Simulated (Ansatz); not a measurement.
PbSe: what symmetry allows forces and stress to be

```yaml
crystal:
  lattice:
    - [0.00000, 11.36869, 2.96343]
    - [3.13452, 0.00381, 2.94879]
    - [3.13452, 11.36488, 0.01464]
  atoms:
    - { symbol: Pb, position: [0.19615, 0.80918, 0.19082] }
    - { symbol: Pb, position: [0.80239, 0.18993, 0.81007] }
    - { symbol: Se, position: [0.66996, 0.29279, 0.70721] }
    - { symbol: Se, position: [0.29751, 0.67410, 0.32590] }
```

All numbers below come from Ansatz 0.2.0, DFT PBEsol, scalar-relativistic, plane waves, PAW.

Plane waves to 420 eV, a k mesh through Γ of 6×6×6 on the computed 4-atom cell and Gaussian smearing (0.02 eV); no spin polarisation.

This distorted cell has space group Cm, with 2 operations.

Without a calculation: in which directions can each atom feel a force?

A force must be left unchanged by every operation that keeps its atom in place, so it lies in the space that those operations leave fixed. Atoms that the group maps onto each other feel forces of one size.
```tsv
atom	site symmetry	operations at the site	equivalent to atom	allowed force (Cartesian)
Pb1	m	2	1	in the plane normal to (1.00, 0.00, 0.00)
Pb2	m	2	2	in the plane normal to (1.00, 0.00, 0.00)
Se3	m	2	3	in the plane normal to (1.00, 0.00, 0.00)
Se4	m	2	4	in the plane normal to (1.00, 0.00, 0.00)
```

That leaves 8 independent force components of 12, tied by 2 conditions that the forces sum to zero, so 6 remain. A relaxation in this cell that keeps the symmetry moves the atoms in these directions alone.

And the stress tensor?

It must be invariant under the point group, which leaves 4 independent components: xz, xy vanish.

Do the computed values obey this?

Yes. Forces (eV/Å):
```
Pb1  0.000 -0.686 -0.304
Pb2  0.000  0.791 -0.080
Se3  0.000 -0.630  0.322
Se4  0.000  0.524  0.061
```

Stress (GPa, compression positive, xx yy zz yz xz xy): -0.99 2.67 3.72 -0.05 0.00 0.00. The program imposes the same operations on density, forces and stress, so this confirms the analysis and is no independent test of the calculation.

Spin–orbit coupling is left out, which can shift energies with elements as heavy as these. The cell holds layers, and where no dispersion correction was added their binding is poorly described.

This form isn't the usual stable structure of the compound.